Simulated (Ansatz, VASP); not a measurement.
## One calculation of As, two programs

```
As
1.0
    -1.66011    1.66011    1.66011
     1.66011   -1.66011    1.66011
     1.66011    1.66011   -1.66011
As
1
Direct
  0.00000 0.00000 0.00000
```

The cell was built by a generator and needn't be a form met in nature.

Alike in both runs: task relaxation of cell and atoms; functional revPBE; k mesh 13 × 13 × 13; occupations fermi-dirac, width 0.1 eV; no spin polarisation.

|  | VASP | Ansatz |
| --- | --- | --- |
| version | VASP 6.6.1 | Ansatz 0.2.0 |
| potentials or method | VASP PAW PBE potentials, release 64 (As) | plane waves (420 eV) with PAW, scalar-relativistic |
| plane-wave cutoff (eV) | 600 | 420 |
| valence electrons in the cell | 5 | 15 |

|  | VASP | Ansatz | Ansatz less VASP |
| --- | --- | --- | --- |
| relaxed volume (Å³/atom) | 19.32 | 19.32 | -0.006 |
| relaxed cell length with the largest relative difference (Å) | 2.928 | 2.928 | -0.0003 |
| energy change over the relaxation (meV/atom) | -14 | -14 | +0.2 |

The two sets of potentials don't hold the same shells in valence.

Caveats: the PAW data sets were made with another functional, which shifts forces and pressure a little (VASP).
